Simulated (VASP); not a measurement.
**CdF2 in VASP: one cell, several levels of theory**

CdF2 in the fluorite structure is computed at one geometry. Runs: PBE, r2SCAN.

Code: VASP 6.6.1. PAW datasets, plane waves. (Simulation; spin polarisation is off.)

## Step 1: Starting point

The cell comes from an earlier relaxation with r2SCAN in another program.

It is cubic, Fm-3m (No. 225); a = 5.388 Å in the conventional setting, 13.04 Å³ an atom. Cd has 8 F at 2.33 Å; F has 4 Cd at 2.33 Å.

Coordinates:

```cif
data_structure
_symmetry_space_group_name_H-M 'P 1'
_symmetry_Int_Tables_number 1
_cell_length_a 3.8101
_cell_length_b 3.8101
_cell_length_c 3.8101
_cell_angle_alpha 60.000
_cell_angle_beta 60.000
_cell_angle_gamma 60.000
_cell_volume 39.11
loop_
_atom_site_label
_atom_site_type_symbol
_atom_site_fract_x
_atom_site_fract_y
_atom_site_fract_z
_atom_site_occupancy
Cd1 Cd 0.00000 0.00000 0.00000 1
F1 F 0.25000 0.25000 0.25000 1
F2 F 0.75000 0.75000 0.75000 1
```

## Step 2: PBE at this geometry

INCAR reads:

```
ENCUT = 520.000000
SIGMA = 0.020000
EDIFF = 1.00e-07
GGA = PE
PREC = Accurate
IBRION = -1
ISIF = 2
ISMEAR = -1
NBANDS = 20
NELM = 120
NSW = 0
LASPH = .TRUE.
LCHARG = .FALSE.
LWAVE = .FALSE.
LREAL = .FALSE.
```

KPOINTS reads:

```
KPOINTS created by Atomic Simulation Environment
0
Gamma
8 8 8
0 0 0
```

KPOINTS_OPT reads:

```
special points
7
Reciprocal
0.0000000000 0.0000000000 0.0000000000 1
0.5000000000 0.0000000000 0.5000000000 1
0.6250000000 0.2500000000 0.6250000000 1
0.3750000000 0.3750000000 0.7500000000 1
0.5000000000 0.5000000000 0.5000000000 1
0.5000000000 0.2500000000 0.7500000000 1
0.2500000000 -0.5000000000 -0.2500000000 1
```

POSCAR reads:

```
Cd F
 1.0000000000000000
    -0.0000000000000000    2.6941776810402964    2.6941776810402964
     2.6941776810402964   -0.0000000000000000    2.6941776810402964
     2.6941776810402964    2.6941776810402964    0.0000000000000000
 Cd  F
   1   2
Cartesian
 -0.0000000000000000  0.0000000000000000 -0.0000000000000000
  1.3470888405201480  1.3470888405201480  1.3470888405201480
  4.0412665215604449  4.0412665215604449  4.0412665215604449
```

Potentials: the recommended PBE PAW datasets, 26 valence electrons in the neutral cell.

The run is started by

```sh
$ mpirun -np 1 vasp_std
```

## Step 3: Single point with r2SCAN

INCAR reads:

```
ENCUT = 520.000000
SIGMA = 0.010000
EDIFF = 1.00e-07
ALGO = Normal
METAGGA = R2SCAN
PREC = Accurate
IBRION = -1
ISIF = 2
ISMEAR = 0
NBANDS = 20
NELM = 120
NSW = 0
LASPH = .TRUE.
LCHARG = .FALSE.
LWAVE = .FALSE.
LREAL = .FALSE.
```

KPOINTS is that of step 2.

KPOINTS_OPT is that of step 2.

POSCAR is that of step 2.

Q: Predict the outcome of this session. Wanted: for each run, gap; pressure.

As calculated:

```
 level  gap (eV)  pressure (GPa)
   PBE      3.07            6.17
r2SCAN      3.75            1.00
```

The gap runs from 3.07 eV (PBE) to 3.75 eV (r2SCAN). At this one volume the pressure spans 1.0 GPa (r2SCAN) to 6.2 GPa (PBE): PBE wants the largest cell and r2SCAN the smallest.
